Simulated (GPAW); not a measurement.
The system is CoO.

```
Co O
1.0
     1.50547    0.86918    2.43993
    -1.50547    0.86918    2.43993
     0.00000   -1.73837    2.43993
Co O
1 1
Direct
  0.00000 0.00000 0.00000
  0.50000 0.50000 0.50000
```

The cell is a database's computed one.

Base run:

* Program: GPAW 26.7.0
* Functional: PBEsol
* Potentials or basis: PAW data sets generated in the run's folder for this functional
* Cutoff: 800 eV
* Basis: pw
* k mesh: 8 × 8 × 8
* Occupations: fermi-dirac, width 0.05 eV
* Spin: collinear spin, ferromagnetic start
* Starting moments: [2.0, 0.0] μB
* Hubbard terms: Co d U = 8 eV

Its results: pressure -1.3 GPa; net moment 3.00 μB per cell; site moments Co +2.79; O +0.14 μB.

Problem. After a change of settings the same cell gave: pressure -3.6 GPa; net moment 3.00 μB per cell; site moments Co +2.69; O +0.18 μB. Which change was it?
A. hubbard terms from Co d U = 8 eV to Co d U = 4 eV
B. k mesh from 8 × 8 × 8 to 11 × 11 × 11; hubbard terms from Co d U = 8 eV to none
C. hubbard terms from Co d U = 8 eV to none
D. hubbard terms from Co d U = 8 eV to Co d U = 6 eV

Solution. A.

Caveats: a cell with one magnetic atom can't hold antiferromagnetic order, which such compounds often take.

Not every run made on this cell is shown here.
